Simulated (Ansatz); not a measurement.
Input of an Ansatz 0.2.0 run:

File input.yaml:

```yaml
crystal:
  lattice:
    - [0.0, 2.0859016414, 2.0859016414]
    - [2.0859016414, 0.0, 2.0859016414]
    - [2.0859016414, 2.0859016414, 0.0]
  atoms:
    - { symbol: Ni, position: [0.0, 0.0, 0.0], spin: 1.0 }
    - { symbol: O, position: [0.5, 0.5, 0.5] }
hamiltonian:
  xc: pbe
  pseudopotentials: { kind: paw, level: accurate }
magnetization:
  spin_polarized: true
kpoints:
  mp_grid: { grid: [11, 11, 11] }
  band_path:
    path:
      - [[0.0, 0.0, 0.0], [0.5, 0.0, 0.5], [0.5, 0.25, 0.75], [0.375, 0.375, 0.75], [0.0, 0.0, 0.0], [0.5, 0.5, 0.5], [0.625, 0.25, 0.625], [0.5, 0.25, 0.75], [0.5, 0.5, 0.5], [0.375, 0.375, 0.75]]
      - [[0.625, 0.25, 0.625], [0.5, 0.0, 0.5]]
    npoints: 14
scf:
  occupations: { method: fermi_dirac, width: 0.05 }
  n_extra_bands: 6
output:
  forces: true
  stress: true
  eigenvalues: true
  fatbands: false
  write_density: true
  write_potential: true
  elf: true
  volumetric_format: npy
```

Potentials or basis: Ansatz PAW earlier set.

Command:

```console
$ ansatz run input.yaml --threads 2 --pin off --max-ram 5632MiB --backend cpu --events-out ev --progress --plain --runs-dir out
```

Task: Predict the absolute moment.

Result: 1.76 μB per cell.

Task: What does it give for the pressure?

Result: 6.0 GPa.

Task: Estimate the band gap on the k mesh.

Result: None (metal or under the smearing width).

Task: Predict the net moment.

Result: 1.75 μB per cell.

Levels at the corners of the path, in eV from the Fermi level:
Spin up:
```csv
point,band 10,band 11,band 12,band 13,band 14,band 15,band 16,band 17
Γ,-3.05,-2.66,-2.66,-2.66,1.49,17.75,18.82,18.82
X,-2.82,-2.26,-1.64,-1.64,6.08,10.53,12.17,16.56
W,-1.91,-1.91,-1.64,-1.27,8.43,10.63,10.63,13.37
K,-1.87,-1.77,-1.53,-1.19,7.73,10.26,10.47,15.77
Γ,-3.05,-2.66,-2.66,-2.66,1.49,17.75,18.82,18.82
L,-1.96,-1.42,0.28,0.28,5.53,9.94,13.95,13.95
U,-1.87,-1.77,-1.53,-1.19,7.73,10.26,10.47,15.77
W,-1.91,-1.91,-1.64,-1.27,8.43,10.63,10.63,13.37
L,-1.96,-1.42,0.28,0.28,5.53,9.94,13.95,13.95
K,-1.87,-1.77,-1.53,-1.19,7.73,10.26,10.47,15.77
U,-1.87,-1.77,-1.53,-1.19,7.73,10.26,10.47,15.77
X,-2.82,-2.26,-1.64,-1.64,6.08,10.53,12.17,16.56
```
Spin down:
```csv
point,band 7,band 8,band 9,band 10,band 11,band 12,band 13,band 14,band 15,band 16
Γ,-2.55,-2.55,-1.86,-1.86,-1.86,-0.57,-0.57,1.84,17.69,19.05
X,-3.91,-3.91,-2.86,-0.75,-0.75,-0.13,0.41,6.53,10.89,12.44
W,-5.84,-5.23,-1.09,-1.09,-0.75,0.28,1.02,8.97,10.95,10.95
K,-5.89,-4.46,-1.66,-0.89,-0.66,0.54,1.04,8.18,10.60,10.80
Γ,-2.55,-2.55,-1.86,-1.86,-1.86,-0.57,-0.57,1.84,17.69,19.05
L,-4.86,-4.86,-0.95,-0.95,-0.58,2.26,2.26,5.71,10.46,14.23
U,-5.89,-4.46,-1.66,-0.89,-0.66,0.54,1.04,8.18,10.60,10.80
W,-5.84,-5.23,-1.09,-1.09,-0.75,0.28,1.02,8.97,10.95,10.95
L,-4.86,-4.86,-0.95,-0.95,-0.58,2.26,2.26,5.71,10.46,14.23
K,-5.89,-4.46,-1.66,-0.89,-0.66,0.54,1.04,8.18,10.60,10.80
U,-5.89,-4.46,-1.66,-0.89,-0.66,0.54,1.04,8.18,10.60,10.80
X,-3.91,-3.91,-2.86,-0.75,-0.75,-0.13,0.41,6.53,10.89,12.44
```

Caveat: a cell with one magnetic atom can't hold antiferromagnetic order, which such compounds often take; semilocal functionals often make such compounds metallic where correlation or magnetic order opens a gap, which also shifts bond lengths.

The gap isn't set beside the measured one, since this odd mesh misses points on the zone boundary.
